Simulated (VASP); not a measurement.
A run of VASP 6.6.1 is set up as follows.

Contents of POSCAR:

```
Cd
1.0
   -1.7614592071      1.7614592071      1.7614592071
    1.7614592071     -1.7614592071      1.7614592071
    1.7614592071      1.7614592071     -1.7614592071
Cd
1
Direct
    0.0000000000      0.0000000000      0.0000000000
```

The input INCAR.step1:

```
SYSTEM = Cd
PREC = Accurate
ENCUT = 520
ISMEAR = 1
SIGMA = 0.1
LREAL = .False.
LASPH = .True.
NELM = 100
NBANDS = 12
GGA = PE
ALGO = Normal
EDIFF = 1E-4
LWAVE = .True.
LCHARG = .False.
```

INCAR.step2

```
SYSTEM = Cd
PREC = Accurate
ENCUT = 520
EDIFF = 1E-6
ISMEAR = 1
SIGMA = 0.1
LREAL = .False.
LASPH = .True.
NELM = 100
ALGO = Normal
ISIF = 2
LWAVE = .False.
LCHARG = .False.
METAGGA = R2SCAN
LMIXTAU = .True.
NBANDS = 12
ISTART = 1
```

File KPOINTS:

```
Automatic mesh
0
Gamma
  10 10 10
  0 0 0
```

Potentials or basis: VASP PAW PBE potentials, release 64 (Cd).

Launch:

```sh
$ cat potpaw_PBE.64/Cd/POTCAR > POTCAR
$ cp INCAR.step1 INCAR
$ mpirun -np 1 vasp_std > vasp.out
$ cp INCAR.step2 INCAR
$ mpirun -np 1 vasp_std > vasp.out
```

Question: Predict the band gap on the k mesh.

Answer: None (metal or under the smearing width).

Question: What does it give for the pressure?

Answer: 0.5 GPa.

Caveat: the PAW data sets were made with another functional, which shifts forces and pressure a little.
